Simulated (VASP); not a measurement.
Set up this calculation in VASP 6.6.1, as the native input.

```yaml
Task: relaxation of the atoms
Functional: PBE
Potentials_or_basis: VASP PAW PBE potentials, release 64 (Ag)
Cutoff: 520 eV
k_mesh: 13 × 13 × 1
Occupations: methfessel-paxton, width 0.1 eV
Spin: no spin polarisation
Dipole_correction: yes
Further_INCAR_settings: ALGO = Normal; EDIFF = 1e-06; IBRION = 2; EDIFFG = -0.02; NSW = 90
```

The structure of Ag lies in POSCAR:

```
Ag
1.0
    1.4613884900      2.5311991400      0.0000000000
   -2.9227769700      0.0000000000      0.0000000000
    0.0000000000      0.0000000000     30.1490871400
Ag
4
Direct
    0.3333330000      0.6666670000      0.3823777700
    0.0000000000      0.0000000000      0.4607925900
    0.6666670000      0.3333330000      0.5392074100
    0.3333330000      0.6666670000      0.6176222300
```

The cell was built by a generator and needn't be a form met in nature.

One way to write it, as run:

INCAR

```
SYSTEM = Ag
  PREC = Accurate
  ENCUT = 520
  EDIFF = 1E-6
  ISMEAR = 1
  SIGMA = 0.1
  LREAL = .FALSE.
  LASPH = .TRUE.
  NELM = 120
  ALGO = Normal
  ISIF = 2
  LWAVE = .FALSE.
  LCHARG = .FALSE.
  LDIPOL = .TRUE.
  IDIPOL = 3
  DIPOL = 0.5 0.5 0.500
  GGA = PE
  IBRION = 2
  NSW = 90
  EDIFFG = -0.02
  KPAR = 2
```

KPOINTS

```
regular mesh
0
G
  13 13 1
  0 0 0
```

Potentials or basis: VASP PAW PBE potentials, release 64 (Ag).

The run is started by

```sh
$ cat potpaw_PBE.64/Ag/POTCAR > POTCAR
$ mpirun -np 2 vasp_std > vasp.out
```

It gave:

| Item | Value |
| --- | --- |
| Energy gained by relaxing | 0.6 meV/atom |
| Ionic steps | 7 |
| Band gap on the k mesh | none (metal or under the smearing width) |

Wall time 110 s on 2 MPI ranks on Intel(R) Xeon(R) 6975P-C (Granite Rapids), with other jobs on the host, peak memory 0.4 GiB a rank.
